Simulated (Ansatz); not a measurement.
Sb$_{2}$Te$_{3}$:
```xyz
5
Lattice="2.1689 1.2522 10.4622 -2.1689 1.2522 10.4622 0.0000 -2.5044 10.4622" Properties=species:S:1:pos:R:3 pbc="T T T"
Sb     0.0000     0.0000    12.4520
Sb     0.0000     0.0000    18.9346
Te     0.0000     0.0000     0.0000
Te     0.0000     0.0000     6.7695
Te     0.0000     0.0000    24.6171
```

Relaxed with PBE. Independent-particle spectrum: no excitons, no local fields, no scissors shift; 0.1 eV broadening; ε₁ of the summed bands alone.

### Question
Tabulate the dielectric function from PBE in the plane-wave PAW code Ansatz.

### Answer


| E (eV) | ε₁ xx | ε₂ xx | ε₁ zz | ε₂ zz |
|---|---|---|---|---|
| 0.0 | 47.26 | 0.00 | 39.76 | 0.00 |
| 0.5 | 57.99 | 4.74 | 45.89 | 6.08 |
| 1.0 | 61.64 | 47.53 | 46.38 | 15.46 |
| 1.5 | 19.84 | 67.22 | 63.90 | 43.36 |
| 2.0 | -20.48 | 44.45 | -13.09 | 67.73 |
| 2.5 | -23.41 | 22.90 | -26.41 | 31.34 |
| 3.0 | -15.36 | 8.09 | -19.80 | 12.90 |
| 3.5 | -9.43 | 4.31 | -13.50 | 5.59 |
| 4.0 | -5.42 | 3.08 | -8.41 | 2.95 |
| 4.5 | -2.95 | 2.70 | -5.59 | 1.15 |
| 5.0 | -1.50 | 2.98 | -2.65 | 0.82 |
| 5.5 | -1.04 | 3.32 | -0.34 | 1.02 |
| 6.0 | 0.20 | 3.54 | 1.67 | 2.58 |
| 6.5 | 1.39 | 5.08 | 0.83 | 5.25 |
| 7.0 | -2.29 | 4.75 | -0.51 | 5.76 |
| 7.5 | -2.47 | 4.11 | -2.78 | 5.92 |
| 8.0 | -2.87 | 2.96 | -3.23 | 3.12 |
| 8.5 | -2.30 | 2.08 | -2.62 | 2.34 |
| 9.0 | -1.90 | 1.77 | -2.23 | 1.84 |
| 9.5 | -1.52 | 1.46 | -1.83 | 1.52 |
| 10.0 | -1.33 | 1.32 | -1.59 | 1.23 |
| 10.5 | -1.27 | 1.22 | -1.34 | 1.01 |
| 11.0 | -1.09 | 0.91 | -1.10 | 0.87 |
| 11.5 | -0.81 | 0.76 | -0.87 | 0.72 |
| 12.0 | -0.62 | 0.77 | -0.71 | 0.68 |

### Question
From ε at 2.1 eV (xx: -20.24 + 39.10i), find n, k, the normal reflectivity and the absorption coefficient.

### Answer
n = 3.45, k = 5.669, R = 73 %, α = 2kE/ħc = 1200000 cm⁻¹.

With all bands, ε∞ without local fields is 47.4 (xx = yy), 39.9 (zz).

Space group R-3m. The PBE relaxation kept the symmetry of its start. Spin–orbit coupling is left out wherever it is not named.

Potentials: the later of the program's two PAW sets.
